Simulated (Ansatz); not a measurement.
Wanted: the native input for an Ansatz 0.2.0 run.

- Task: single point
- Functional: PBE
- Potentials or basis: all-electron LAPW, scalar-relativistic
- Cutoff: 233 eV (chosen from the basis error)
- Basis error allowed: 0.001 eV/atom
- k mesh: 11 × 11 × 11
- Occupations: fermi-dirac, width 0.05 eV
- Spin: no spin polarisation

The system is Ti.

```
Ti
1.0
     0.02177    1.99869    2.03132
     2.00646    0.00299    2.05009
     2.03951    2.05051   -0.03005
Ti
1
Direct
  0.98433 0.00381 0.00663
```

The cell isn't the ideal one: cell strained at random at fixed volume.

These files were run (other wordings do the same):

input.yaml

```yaml
crystal:
  lattice:
    - [0.021768, 1.998691, 2.031315]
    - [2.006457, 0.002994, 2.050089]
    - [2.039505, 2.050514, -0.030055]
  atoms:
    - { symbol: Ti, position: [-0.01567, 0.00381, 0.006629] }
kpoints:
  mp_grid: { grid: [11, 11, 11] }
scf:
  occupations: { method: fermi_dirac, width: 0.05 }
hamiltonian:
  xc: pbe
  pseudopotentials: { kind: all_electron, lapw: { basis_error: 0.001 } }
output:
  forces: true
  stress: true
  eigenvalues: true
  populations: true
```

Potentials or basis: all-electron LAPW, scalar-relativistic.

Run with:

```console
$ ansatz run input.yaml --threads 1 --pin off --max-ram 2560MiB --backend cpu --events-out ev --progress --plain --runs-dir out
```

Results of the run:

* Pressure: 4.3 GPa
* Band gap on the k mesh: none (metal or under the smearing width)

Run time: 30 s on 1 thread of Arm Neoverse V1, on a shared host, peak memory 0.52 GiB.
